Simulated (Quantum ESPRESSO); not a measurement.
**Ga under changes of volume**

One of the cells (18.685 Å³/atom); the others are scaled copies at fixed shape and fractional positions:

```
Ga
1.0
     1.45000   -4.06500    0.00000
     1.45000    4.06500    0.00000
     0.00000    0.00000    3.17000
Ga
2
Cartesian
  1.4500 2.9837 2.3775
  1.4500 -2.9837 0.7925
```

This isn't the form of Ga at room conditions, which is orthorhombic.

* Program: Quantum ESPRESSO 7.5
* Functional: LDA
* Potentials or basis: GBRV 1.5 LDA
* Cutoff: 762 eV
* Density cutoff: 6095 eV
* k mesh: 10 × 10 × 8
* Occupations: fermi-dirac, width 0.05 eV
* Spin: no spin polarisation

| volume (Å³/atom) | energy over the lowest point (meV/atom) | pressure (GPa) | largest force (eV/Å) |
| --- | --- | --- | --- |
| 17.564 | 0.00 | -0.7 | 0.222 |
| 17.937 | 2.87 | -1.9 | 0.214 |
| 18.311 | 8.59 | -3.1 | 0.206 |
| 18.685 | ? | ? | ? |
| 19.058 | 27.14 | -5.0 | 0.190 |
| 19.432 | 39.34 | -5.6 | 0.181 |
| 19.806 | 53.10 | -6.2 | 0.171 |

Q: What does the run at 18.685 Å³/atom give?

A: Energy over the lowest point 16.79 meV/atom; pressure -4.1 GPa; largest force 0.199 eV/Å.

Worked out: A Birch-Murnaghan fit of order 3 (a polynomial in V^(-2/3)) to the other rows has its minimum at 17.42 Å³/atom, just outside them, with B0 = V·E''(V) = 70 GPa and B' = 5.7 at fixed shape and positions, which overstates the stiffness. It gives 16.82 meV/atom at 18.685 Å³/atom, against the run's 16.79, and -dE/dV = -4.0 GPa, against -4.1.

Energies are extrapolated to zero smearing.
